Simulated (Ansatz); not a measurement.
# Ti with Si: from mixing energies to a miscibility estimate

These are results of Ansatz 0.2.0, DFT r2SCAN, scalar-relativistic, plane waves, PAW, not measurements. (500 eV cutoff, 12×12×8 k-mesh, Gaussian smearing of 0.10 eV, no spin polarisation)

The relaxed crystal:

```
Ti
1.0
     2.28401   -3.95602    0.00000
    -4.56802    0.00000    0.00000
     0.00000    0.00000   -5.64913
Ti
6
Direct
  0.00000 0.00000 0.50000
  0.00000 0.00000 0.00000
  0.33333 0.66667 0.25000
  0.33333 0.66667 0.75000
  0.66667 0.33333 0.25000
  0.66667 0.33333 0.75000
```

Si takes some of the 6 Ti sites (atoms counted from 1 above); cell and atoms relax within the symmetry of each ordered start. Mixing energies are taken at zero smearing, per mixed site, over the two end members in this structure (P6/mmm (191); 17.01 and 14.32 Å³/atom), which needn't be the usual structure of either. The Ti sites are of 2 kinds that symmetry doesn't relate, so one Ω for all of them is rough. At x = 0.667 symmetry holds every atom in place, so bonds can't adjust to the two sizes, and ΔH, Ω and T_c can come out far too high.

The lowest cell of each fraction:

```
x(Si) sites with Si  ΔH (meV/site)
0.167              6         -292.4
0.500          2 3 6         -699.0
0.667        1 2 5 6         -285.1
0.833      2 3 4 5 6         -368.9
```

Problem. Read these as a regular solution, ΔH = Ω x(1 − x). What Ω does each fraction give, and does one Ω describe them?

Solution.
```
x(Si) x(1 − x)  Ω (meV) ideal entropy (k_B/site)
0.167    0.1389    -2105                     0.451
0.500    0.2500    -2796                     0.693
0.667    0.2222    -1283                     0.637
0.833    0.1389    -2656                     0.451
```

A least-squares fit gives Ω = -2193 meV. The values spread by 1513 meV, so the parabola is a rough summary: ordered cells differ in their arrangement as well as their fraction, and the curve can be lopsided.

Problem. What does that say about mixing at finite temperature?

Solution. ΔH < 0 at all fractions computed: these ordered cells lie below the end members, which points to ordering rather than separation on cooling, though a random alloy needn't have ΔH < 0. The scale |Ω|/2k_B = 12720 K shows how far up ordering could reach in mean field, but these are already ordered cells, so a random alloy would lie higher. The estimate takes small ordered cells for a random alloy and leaves out vibrations, short-range order, melting and other structures, so it gives a scale, not a phase diagram.

Cost: 8 runs of about 53 core-minutes in all, on Intel Xeon Processor @ 2.50GHz (Skylake/Cascade Lake) (shared hosts).